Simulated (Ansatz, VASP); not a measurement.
# Two plane-wave programs on NaI2

```
CELL_PARAMETERS angstrom
0.00000 3.97794 3.97794
3.97794 0.00000 3.97794
3.97794 3.97794 0.00000
ATOMIC_POSITIONS crystal
Na 0.00000 0.00000 0.00000
I 0.25000 0.25000 0.25000
I 0.75000 0.75000 0.75000
```

Change from the starting cell: ordered vacancies on the cation sites of caesium chloride (Fm-3m, No. 225).

Alike in both runs: task single point; functional PBE; k mesh 4 × 4 × 4; occupations gaussian, width 0.1 eV; no spin polarisation.

|  | VASP | Ansatz |
| --- | --- | --- |
| version | VASP 6.6.1 | Ansatz 0.2.0 |
| potentials or method | VASP PAW PBE potentials, release 64 (Na_pv, I) | scalar-relativistic, plane waves, PAW |
| plane-wave cutoff (eV) | 520 | 420 |
| valence electrons in the cell | 21 | 43 |

|  | VASP | Ansatz | Ansatz less VASP |
| --- | --- | --- | --- |
| gap on the k mesh at the Fermi level (eV) | none | none | - |
| pressure (GPa) | -0.9 | -0.9 | 0.00 |

A gap of «none» marks a metal or a gap that the smearing closes. The two sets of potentials don't hold the same shells in valence.

Caveats: an odd number of electrons without spin polarisation forces a metal; a magnetic or distorted state may lie lower. The runs have no spin-orbit coupling, so splittings on I are missing.
